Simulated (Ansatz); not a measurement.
Crystal: In.

```
CELL_PARAMETERS angstrom
-1.62547 1.62547 2.47370
1.62547 -1.62547 2.47370
1.62547 1.62547 -2.47370
ATOMIC_POSITIONS crystal
In 0.00000 0.00000 0.00000
```

| Quantity | Value |
| --- | --- |
| Program | Ansatz 0.2.0 |
| Task | relaxation of cell and atoms |
| Functional | BLYP |
| Dispersion | D3(BJ) |
| Potentials or basis | Ansatz PAW |
| Cutoff | 420 eV (not typed: the program's choice for these potentials) |
| k mesh | 11 × 11 × 11 |
| Occupations | fermi-dirac, width 0.05 eV |
| Spin | no spin polarisation |

At the start: volume 26.14 Å³/atom.

Where does the relaxation end?

It ends after 8 steps and the volume is 26.98 Å³/atom (+3.2 %); space group I4/mmm (No. 139, to 0.05 Å).

The path:
| step | energy change (eV) | largest force (eV/Å) | volume (Å³) |
| --- | --- | --- | --- |
| 1 | 0.0000 | 0.0000 | 26.14 |
| 2 | -0.0023 | 0.0000 | 26.75 |
| 3 | -0.0027 | 0.0000 | 26.94 |
| 4 | -0.0031 | 0.0000 | 27.20 |
| 5 | -0.0036 | 0.0000 | 27.01 |
| 6 | -0.0036 | 0.0000 | 27.00 |
| 7 | -0.0037 | 0.0000 | 26.98 |
| 8 | -0.0038 | 0.0000 | 26.98 |

Final structure:
```xyz
1
Lattice="-1.6193 1.6193 2.5721 1.6193 -1.6193 2.5721 1.6193 1.6193 -2.5721" Properties=species:S:1:pos:R:3 pbc="T T T"
In    0.0000    0.0000    0.0000
```

Caveat: the plane-wave basis is chosen anew once the cell has moved, so the energies of steps on either side of that aren't comparable; pairwise dispersion overbinds metals, which lowers pressure and volume; the PAW data sets come from PBE, with cores solved anew for the run's functional, which leaves a small shift of forces and pressure.
